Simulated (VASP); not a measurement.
**MgO: relaxation of cell and atoms with r2SCAN**

Crystal: MgO.

```
CELL_PARAMETERS angstrom
3.52060 0.00000 0.00000
-1.76030 3.04893 0.00000
0.00000 0.00000 4.23859
ATOMIC_POSITIONS crystal
Mg 0.33333 0.66667 0.25000
Mg 0.66667 0.33333 0.75000
O 0.66667 0.33333 0.25000
O 0.33333 0.66667 0.75000
```

The cell was built by a generator and needn't be a form met in nature.

```yaml
Program: VASP 6.6.1
Task: relaxation of cell and atoms
Functional: r2SCAN
Potentials_or_basis: VASP PAW PBE potentials, release 64 (Mg, O)
Cutoff: 600 eV
k_mesh: 12 × 12 × 6
Occupations: fermi-dirac, width 0.02 eV
Spin: no spin polarisation
Dipole_correction: no
Further_INCAR_settings: ALGO = Normal; EDIFF = 1e-06; IBRION = 2; EDIFFG = -0.005; NSW = 80; ISIF = 3
```

```json
{"Relaxed volume": "10.92 Å³/atom", "Relaxed cell": "a = 3.477 Å, b = 3.477 Å, c = 4.172 Å, α = 90.00°, β = 90.00°, γ = 120.00°", "Space group after relaxing (to 0.05 Å)": "P6_3/mmc (No. 194)", "Energy gained by relaxing": "7.8 meV/atom", "Ionic steps": "7", "Pressure after relaxing": "0.0 GPa", "Band gap on the k mesh": "4.12 eV, direct"}
```

Step by step:
| step | energy change (eV) | largest force (eV/Å) | pressure (GPa) | volume (Å³) |
| --- | --- | --- | --- | --- |
| 1 | 0.0000 | 0.0000 | -5.27 | 45.50 |
| 2 | -0.0272 | 0.0000 | 2.06 | 43.08 |
| 3 | -0.0311 | 0.0000 | 0.02 | 43.68 |
| 4 | -0.0311 | 0.0000 | -0.10 | 43.72 |
| 5 | -0.0311 | 0.0000 | -0.10 | 43.72 |
| 6 | -0.0311 | 0.0000 | -0.10 | 43.72 |
| 7 | -0.0311 | 0.0000 | 0.05 | 43.68 |

Final structure:
```
CELL_PARAMETERS angstrom
3.47677 0.00000 0.00000
-1.73838 3.01097 0.00000
0.00000 0.00000 4.17234
ATOMIC_POSITIONS crystal
Mg 0.33333 0.66667 0.25000
Mg 0.66667 0.33333 0.75000
O 0.66667 0.33333 0.25000
O 0.33333 0.66667 0.75000
```

Levels at points of the mesh, in eV from the valence-band top:
```tsv
k point	band 6	band 7	band 8	band 9	band 10	band 11
(0.00, 0.00, 0.00)	-0.84	-0.84	0.00	4.12	10.45	13.24
(0.50, 0.00, 0.00)	-1.97	-1.32	-0.54	7.69	10.09	10.66
(0.00, 0.00, 0.50)	-1.33	-1.33	-1.33	7.18	7.18	13.89
(0.50, 0.00, 0.50)	-1.57	-0.84	-0.84	8.06	8.06	13.11
```

Run time: 8 min on 1 thread of Intel(R) Xeon(R) Platinum 8488C (Sapphire Rapids), with other jobs on the host, peak memory 0.22 GiB.

Caveat: the PAW data sets were made with another functional, which shifts forces and pressure a little. A k mesh can miss the band edges.
